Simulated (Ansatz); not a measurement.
# WS2: the cost of one run

Computed with Ansatz 0.2.0 (DFT PBE, scalar-relativistic, plane waves, PAW, unless a step's input says otherwise).

## 1. The structure to begin with

Symmetry: R3m, No. 160, trigonal system. Conventional cell: a = 3.158 Å, b = 3.158 Å, c = 18.490 Å, α = 90.00°, β = 90.00°, γ = 120.00°. W (site symmetry 3m) has 6 S at 2.39 to 2.42 Å as nearest neighbours. S (site symmetry 3m) is surrounded by 3 W at 2.39 Å. S (site symmetry 3m) is surrounded by 3 W at 2.42 Å.

Structure file:

```
CELL_PARAMETERS angstrom
-1.57900 2.73491 0.00000
-3.15800 0.00000 0.00000
-1.57900 0.91164 6.16333
ATOMIC_POSITIONS crystal
W 0.00000 0.00000 0.00000
S 0.75030 0.75030 0.74910
S 0.58100 0.58100 0.25700
```

The structure comes from the Crystallography Open Database.

## 2. The base run

input.yaml

```yaml
crystal:
  lattice:
    - [-1.579, 2.7349082252, 0.0]
    - [-3.158, 0.0, 0.0]
    - [-1.579, 0.9116360751, 6.1633333333]
  atoms:
    - { symbol: W, position: [0.0, 0.0, 0.0] }
    - { symbol: S, position: [0.7503, 0.7503, 0.7491] }
    - { symbol: S, position: [0.581, 0.581, 0.257] }
basis:
  ecutwfc: 500
  fft_grid_basis: typed
kpoints:
  mp_grid: { grid: [12, 12, 10] }
hamiltonian:
  xc: pbe
  pseudopotentials: { kind: paw }
scf:
  occupations: { method: gaussian, width: 0.05 }
output:
  forces: true
  stress: true
  eigenvalues: true
  bader: true
  write_density: true
  volumetric_format: npy
  elf: true
```

The run is started by

```bash
$ ansatz run input.yaml --threads 2 --pin off --max-ram 4096MiB --backend cpu --events-out ev --progress --plain --runs-dir out
```

What time and memory should one allow on 2 threads of AMD EPYC 9R45 (Zen 5), shared host?

About 16 s, with a peak of 0.75 GiB.
